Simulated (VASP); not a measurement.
Write the native input for VASP 6.6.1 that does the following.

```
Task                   : electrostatic potential
Functional             : BLYP
Potentials or basis    : VASP PAW PBE potentials, release 64 (Ca_sv)
Cutoff                 : 520 eV
k mesh                 : 6 × 6 × 6
Occupations            : gaussian, width 0.01 eV
Spin                   : no spin polarisation
Further INCAR settings : ALGO = Fast; EDIFF = 1e-06
```

The structure of Ca lies in Ca.cif:

```cif
data_Ca
_cell_length_a 4.28951530
_cell_length_b 4.28951530
_cell_length_c 4.27183345
_cell_angle_alpha 90.00000000
_cell_angle_beta 90.00000000
_cell_angle_gamma 90.00000000
_space_group_name_H-M_alt 'I4/mmm'
_space_group_name_Hall '-I 4 2'
_space_group_IT_number 139
loop_
_space_group_symop_operation_xyz
'x,y,z'
'-x,-y,-z'
'-y,x,z'
'y,-x,-z'
'-x,-y,z'
'x,y,-z'
'y,-x,z'
'-y,x,-z'
'x,-y,-z'
'-x,y,z'
'-y,-x,-z'
'y,x,z'
'-x,y,-z'
'x,-y,z'
'y,x,-z'
'-y,-x,z'
'x+1/2,y+1/2,z+1/2'
'-x+1/2,-y+1/2,-z+1/2'
'-y+1/2,x+1/2,z+1/2'
'y+1/2,-x+1/2,-z+1/2'
'-x+1/2,-y+1/2,z+1/2'
'x+1/2,y+1/2,-z+1/2'
'y+1/2,-x+1/2,z+1/2'
'-y+1/2,x+1/2,-z+1/2'
'x+1/2,-y+1/2,-z+1/2'
'-x+1/2,y+1/2,z+1/2'
'-y+1/2,-x+1/2,-z+1/2'
'y+1/2,x+1/2,z+1/2'
'-x+1/2,y+1/2,-z+1/2'
'x+1/2,-y+1/2,z+1/2'
'y+1/2,x+1/2,-z+1/2'
'-y+1/2,-x+1/2,z+1/2'
loop_
_atom_site_label
_atom_site_type_symbol
_atom_site_symmetry_multiplicity
_atom_site_Wyckoff_symbol
_atom_site_fract_x
_atom_site_fract_y
_atom_site_fract_z
_atom_site_occupancy
Ca1 Ca 2 b 0.0000000000 0.0000000000 0.5000000000 1
```

The structure of Ca lies in POSCAR:

```
Ca
 1.0000000000000000
     4.2895152999999997    0.0000000000000000    0.0000000000000000
     0.0000000000000000    4.2895152999999997    0.0000000000000000
     0.0000000000000000    0.0000000000000000    4.2718334499999999
 Ca 
   2
Cartesian
  0.0000000000000000  0.0000000000000000  2.1359167250000000
  2.1447576499999998  2.1447576499999998  0.0000000000000000
```

This isn't the form of Ca at room conditions, which is fcc.

The cell isn't the ideal one: volume scaled by 0.92.

These files were run (other wordings do the same):

INCAR

```
PREC = Accurate
ENCUT = 520
EDIFF = 1E-6
ISMEAR = 0
SIGMA = 0.01
LREAL = False
LASPH = True
NELM = 60
ALGO = Fast
ISIF = 2
LWAVE = False
LCHARG = True
GGA = B5
ALDAX = 1.0
AGGAX = 1.0
AGGAC = 1.0
ALDAC = 0.0
LVHAR = True
```

KPOINTS

```
regular mesh
0
Gamma
  6 6 6
```

Potentials or basis: VASP PAW PBE potentials, release 64 (Ca_sv).

Launch:

```sh
$ ase convert -i cif -o vasp Ca.cif POSCAR
$ cat potpaw_PBE.64/Ca_sv/POTCAR > POTCAR
$ mpirun -np 1 vasp_std > vasp.out
```

It gave:

| Quantity | Value |
| --- | --- |
| Pressure | 1.0 GPa |
| Band gap on the k mesh | none (metal or under the smearing width) |

Caveat: the PAW data sets were made with another functional, which shifts forces and pressure a little.

Run time: 50 s on 1 thread of Intel(R) Xeon(R) Platinum 8488C (Sapphire Rapids), with other jobs on the host, peak memory 0.19 GiB.
